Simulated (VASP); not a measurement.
# H (I4/mmm) in VASP: further runs

The runs below take H through single point, with PBE.

Everything below comes from runs of VASP 6.6.1. Logs are shortened: lines on timing, memory, paths and dates and some standing lists are left out, and cuts for length are marked.

## 1. Starting point

The structure is tetragonal, space group I4/mmm (No. 139). Conventional cell: a = 3.383 Å, b = 3.383 Å, c = 4.117 Å, α = 90.00°, β = 90.00°, γ = 90.00°. H (site symmetry 4mm) has 1 H at 0.74 Å as nearest neighbours.

## 2. Single point, PBE

Contents of INCAR:

```
SYSTEM = H
PREC = Accurate
ENCUT = 450
EDIFF = 1E-6
ISMEAR = -5
SIGMA = 0.2
LREAL = .False.
LASPH = .True.
NELM = 100
ALGO = Normal
ISIF = 2
LWAVE = .False.
LCHARG = .False.
GGA = PE
NBANDS = 8
ADDGRID = .False.
```

Contents of KPOINTS:

```
regular mesh
0
Gamma
  14 14 14
  0 0 0
```

Contents of POSCAR:

```
H
1.0
   -1.6915344700      1.6915344700      2.0584739900
    1.6915344700     -1.6915344700      2.0584739900
    1.6915344700      1.6915344700     -2.0584739900
H
2
Direct
    0.0901377100      0.0901377100      0.0000000000
    0.9098622900      0.9098622900      0.0000000000
```

Potentials or basis: VASP PAW PBE potentials, release 64 (H).

On the command line:

```bash
$ cat potpaw_PBE.64/H/POTCAR > POTCAR
$ mpirun -np 1 vasp_std > vasp.out
```

OUTCAR:

```text
SYSTEM = H
   PREC = Accurate
   ENCUT = 450
   EDIFF = 1E-6
   ISMEAR = -5
   LREAL = .False.
   LASPH = .True.
   NELM = 100
   ISIF = 2
   GGA = PE

 Found    244 irreducible k-points:

 Following reciprocal coordinates:
            Coordinates               Weight
  0.000000  0.000000  0.000000      1.000000
  0.071429 -0.000000  0.000000      8.000000
  0.142857  0.000000  0.000000      8.000000
  0.214286  0.000000 -0.000000      8.000000
  0.285714 -0.000000  0.000000      8.000000
  0.357143 -0.000000  0.000000      8.000000
   k-points           NKPTS =    244   k-points in BZ     NKDIM =    244   number of bands    NBANDS=      8
   number of dos      NEDOS =    301   number of ions     NIONS =      2
   total plane-waves  NPLWV =  13824
   dimension x,y,z NGX =    24 NGY =   24 NGZ =   24
   dimension x,y,z NGXF=    48 NGYF=   48 NGZF=   48
   ions per type =               2
   NGX,Y,Z   is equivalent  to a cutoff of  12.64, 12.64, 12.64 a.u.
   NGXF,Y,Z  is equivalent  to a cutoff of  25.29, 25.29, 25.29 a.u.
 SYSTEM =  H
   PREC   = accura    normal or accurate (medium, high low for compatibility)
   ISTART =      0    job   : 0-new  1-cont  2-samecut
   ICHARG =      2    charge: 1-file 2-atom 10-const
   ISPIN  =      1    spin polarized calculation?
   LNONCOLLINEAR =      F non collinear calculations
   LSORBIT =      F    spin-orbit coupling
   LASPH  =      T    aspherical Exc in radial PAW
   ENCUT  =  450.0 eV  33.07 Ry    5.75 a.u.   5.46  5.46  5.46*2*pi/ulx,y,z
   NELM   =    100;   NELMIN=  2; NELMDL= -5     # of ELM steps
   EDIFF  = 0.1E-05   stopping-criterion for ELM
   LREAL  =      F    real-space projection
   EDIFFG = 0.1E-04   stopping-criterion for IOM
   NSW    =      0    number of steps for IOM
   IBRION =     -1    ionic relax: 0-MD 1-quasi-New 2-CG
   NFREE  =      0    steps in history (QN), initial steepest desc. (CG)
   ISIF   =      2    stress and relaxation
   ISYM   =      2    0-nonsym 1-usesym 2-fastsym
   POTIM  = 0.5000    time-step for ionic-motion
   TEBEG  =    0.0;   TEEND  =   0.0 temperature during run
   PSTRESS=    0.0 pullay stress
   NELECT =       2.0000    total number of electrons
   NUPDOWN=      -1.0000    fix difference up-down
   EMIN   =  10.00;   EMAX   =-10.00  energy-range for DOS
   EFERMI =   0.00;   METHOD = LEGACY
   ISMEAR =    -5;   SIGMA  =   0.20  broadening in eV -4-tet -1-fermi 0-gaus
   EFERMI_NEDOS =   21; number of points for ismear=-14 and -15
   IALGO  =     38    algorithm
   IMIX   =      4    mixing-type and parameters
     AMIX     =   0.40;   BMIX     =  1.00
     AMIX_MAG =   1.60;   BMIX_MAG =  1.00
  volume/ion in A,a.u.               =      11.78        79.49
  Fermi-wavevector in a.u.,A,eV,Ry     =   0.719497  1.359653  7.043413  0.517676
  Thomas-Fermi vector in A             =   1.808708
   LORBIT       =      0    0 simple, 1 ext, 2 COOP (PROOUT), +10 PAW based schemes
   GGA     = PE    functional components
   LHFCALC =     F    Hartree Fock is set to
   AEXX    =    0.0000 exact exchange contribution
   IVDW    =     0    specifies the selected vdW correction
   LEPSILON=     F    determine dielectric tensor
   LRPA    =     F    only Hartree local field effects (RPA)
 non-spin polarized calculation
 Fermi weights with tetrahedron method with Bloechl corrections
  energy-cutoff  :      450.00
  volume of cell :       23.56
 maximum number of plane-waves:       531
 NGX is ok and might be reduce to    24
   NGX = 11   NGY = 11   NGZ = 11

 number of electron       2.0000000 magnetization

 Free energy of the ion-electron system (eV)
  ---------------------------------------------------
  ext. energy  EPLUGINS =         0.00000000
  ---------------------------------------------------
  free energy    TOTEN  =        -6.77648130 eV

  energy without entropy =       -6.77648130  energy(sigma->0) =       -6.77648130

 E-fermi :  -8.1088     XC(G=0):  -5.3448

 val. band max:       -8.1528519375   @ k =   0.5000   0.5000   0.5000
 cond. band min:       0.7808748922   @ k =   0.5000  -0.0000   0.0000
 fundamental gap:      8.9337268297
 Fermi energy:        -8.1088054924

 k-point     1 :       0.0000    0.0000    0.0000
  band No.  band energies     occupation
      1     -10.5214      2.00000
      2       5.4488      0.00000
      3       8.9357      0.00000
      4      15.3799      0.00000
      5      15.3799      0.00000
      6      17.4505      0.00000
      7      17.4505      0.00000
      8      18.9858      0.00000

 k-point     2 :       0.0714   -0.0000    0.0000
  band No.  band energies     occupation
      1     -10.4593      2.00000
      2       5.1459      0.00000
      3       9.0679      0.00000
      4      14.7087      0.00000
      5      14.9097      0.00000
      6      17.4903      0.00000
      7      17.9132      0.00000
      8      18.5932      0.00000

 k-point     3 :       0.1429    0.0000    0.0000
  band No.  band energies     occupation
      1     -10.2794      2.00000
      2       4.3960      0.00000
      3       9.3181      0.00000
      4      13.3309      0.00000
      5      14.1243      0.00000
      6      17.9853      0.00000
      7      17.9879      0.00000
      8      18.7329      0.00000

 k-point     4 :       0.2143    0.0000   -0.0000
  band No.  band energies     occupation
      1     -10.0013      2.00000
      2       3.4412      0.00000
      3       9.4819      0.00000
      4      12.0636      0.00000
      5      13.4164      0.00000
      6      17.1473      0.00000
      7      17.9360      0.00000
      8      19.0489      0.00000

 k-point     5 :       0.2857   -0.0000    0.0000
  band No.  band energies     occupation
      1      -9.6620      2.00000
      2       2.4584      0.00000
      3       9.4356      0.00000
      4      11.2055      0.00000
      5      12.8599      0.00000
      6      16.2902      0.00000
      7      17.4161      0.00000
      8      20.0219      0.00000

 k-point     6 :       0.3571   -0.0000    0.0000
  band No.  band energies     occupation
      1      -9.3220      2.00000
      2       1.5955      0.00000
      3       9.1770      0.00000
      4      10.8035      0.00000
      5      12.4673      0.00000
      6      15.6321      0.00000
      7      17.2245      0.00000
      8      19.5535      0.00000

 [... further k-points ...]

------------------------ aborting loop because EDIFF is reached ----------------------------------------

  FORCE on cell =-STRESS in cart. coord.  units (eV):
  Direction    XX          YY          ZZ          XY          YZ          ZX
  --------------------------------------------------------------------------------------
  -------------------------------------------------------------------------------------
  Total       -0.0129847     -0.0129847      0.1776594      0.0000000      0.0000000      0.0000000
  in kB       -0.8830329     -0.8830329     12.0818044      0.0000000      0.0000000      0.0000000
  external PRESSURE =       3.4385795 kB  Pullay stress =       0.0000000 kB

 VOLUME and BASIS-vectors are now :
 -----------------------------------------------------------------------------
  energy-cutoff  :      450.00
  volume of cell :       23.56
      direct lattice vectors                 reciprocal lattice vectors
    -1.691534470  1.691534470  2.058473990     0.000000000  0.295589602  0.242898381
     1.691534470 -1.691534470  2.058473990     0.295589602  0.000000000  0.242898381
     1.691534470  1.691534470 -2.058473990     0.295589602  0.295589602  0.000000000

 POSITION                                       TOTAL-FORCE (eV/Angst)
 -----------------------------------------------------------------------------------
      0.00000      0.00000      0.37109        -0.000000     -0.000000      0.274879
      0.00000      0.00000      3.74586         0.000000      0.000000     -0.274879
 -----------------------------------------------------------------------------------
    total drift:                               -0.000000      0.000000      0.000000

  FREE ENERGIE OF THE ION-ELECTRON SYSTEM (eV)
  ---------------------------------------------------
  free  energy   TOTEN  =        -6.7764812966 eV

  energy  without entropy=       -6.7764812966  energy(sigma->0) =       -6.77648130
```

Run time: 24 s. Hardware: 1 thread of Intel Xeon Platinum 8259CL at 2.50GHz (Skylake/Cascade Lake), shared host; peak memory 0.15 GiB.

These settings aren't checked as converged: the numbers below hold their error.

Results:

```yaml
Free_energy: -6.7765 eV
Pressure: 0.3 GPa
Largest_force: 0.275 eV/Å
Band_gap_on_the_k_mesh: 8.93 eV, indirect (least direct gap 9.74 eV)
```

## 3. Single point, PBE

INCAR, as its differences from that of step 2:

```diff
@@ -4,3 +4,3 @@
 EDIFF = 1E-6
-ISMEAR = -5
+ISMEAR = 0
 SIGMA = 0.2
```

KPOINTS is that of step 2.

POSCAR is that of step 2.

Potentials or basis: VASP PAW PBE potentials, release 64 (H).

On the command line:

```bash
$ cat potpaw_PBE.64/H/POTCAR > POTCAR
$ mpirun -np 1 vasp_std > vasp.out
```

It took 26 s on 1 thread of Intel Xeon Platinum 8259CL at 2.50GHz (Skylake/Cascade Lake), shared host; peak memory 0.14 GiB.

These settings aren't checked as converged: the numbers below hold their error.

What came out:

- Free energy: -6.7765 eV
- Pressure: 0.3 GPa
- Largest force: 0.275 eV/Å
- Band gap on the k mesh: 8.93 eV, indirect (least direct gap 9.74 eV)

## 4. Single point, PBE

INCAR, as its differences from that of step 3:

```diff
@@ -4,3 +4,3 @@
 EDIFF = 1E-6
-ISMEAR = 0
+ISMEAR = -1
 SIGMA = 0.2
```

KPOINTS is that of step 3.

POSCAR is that of step 3.

On the command line:

```bash
$ cat potpaw_PBE.64/H/POTCAR > POTCAR
$ mpirun -np 1 vasp_std > vasp.out
```

Wall time 29 s (1 thread of Intel Xeon Platinum 8259CL at 2.50GHz (Skylake/Cascade Lake), shared host); peak memory 0.15 GiB.

These settings aren't checked as converged: the numbers below hold their error.

What came out:

```
Free energy            : -6.7765 eV
Pressure               : 0.3 GPa
Largest force          : 0.275 eV/Å
Band gap on the k mesh : 8.93 eV, indirect (least direct gap 9.74 eV)
```

## 5. Single point, PBE

INCAR, as its differences from that of step 4:

```diff
@@ -2,5 +2,5 @@
 PREC = Accurate
-ENCUT = 450
+ENCUT = 550
 EDIFF = 1E-6
-ISMEAR = -1
+ISMEAR = 1
 SIGMA = 0.2
```

KPOINTS is that of step 4.

POSCAR is that of step 4.

On the command line:

```bash
$ cat potpaw_PBE.64/H/POTCAR > POTCAR
$ mpirun -np 1 vasp_std > vasp.out
```

It took 31 s on 1 thread of Intel Xeon Platinum 8259CL at 2.50GHz (Skylake/Cascade Lake), shared host; peak memory 0.15 GiB.

The run converged, but some of its settings lie outside the range that counts as converged, so its numbers aren't taken as properties of the crystal.

What came out:

```
Free energy            : -6.7816 eV
Pressure               : 0.7 GPa
Largest force          : 0.262 eV/Å
Band gap on the k mesh : 8.94 eV, indirect (least direct gap 9.74 eV)
```

## 6. Single point, PBE

INCAR, as its differences from that of step 5:

```diff
@@ -1,3 +1,3 @@
 SYSTEM = H
-PREC = Accurate
+PREC = Low
 ENCUT = 550
```

KPOINTS is that of step 5.

POSCAR is that of step 5.

Potentials or basis: VASP PAW PBE potentials, release 64 (H).

On the command line:

```bash
$ cat potpaw_PBE.64/H/POTCAR > POTCAR
$ mpirun -np 1 vasp_std > vasp.out
```

Run time: 28 s. Hardware: 1 thread of Intel Xeon Platinum 8259CL at 2.50GHz (Skylake/Cascade Lake), shared host; peak memory 0.13 GiB.

The run converged, but some of its settings lie outside the range that counts as converged, so its numbers aren't taken as properties of the crystal.

What came out:

```yaml
Free_energy: -6.7817 eV
Pressure: 0.7 GPa
Largest_force: 0.261 eV/Å
Band_gap_on_the_k_mesh: 8.94 eV, indirect (least direct gap 9.74 eV)
```

## 7. For comparison

An earlier run on the cell as given: functional PBE; potentials or basis VASP PAW PBE potentials, release 64 (H); cutoff 520 eV; k mesh 11 × 11 × 11; occupations fermi-dirac, width 0.05 eV; no spin polarisation.

* Pressure: 0.6 GPa
* Largest force: 0.264 eV/Å
* Band gap on the k mesh: 9.05 eV, indirect (least direct gap 9.84 eV)
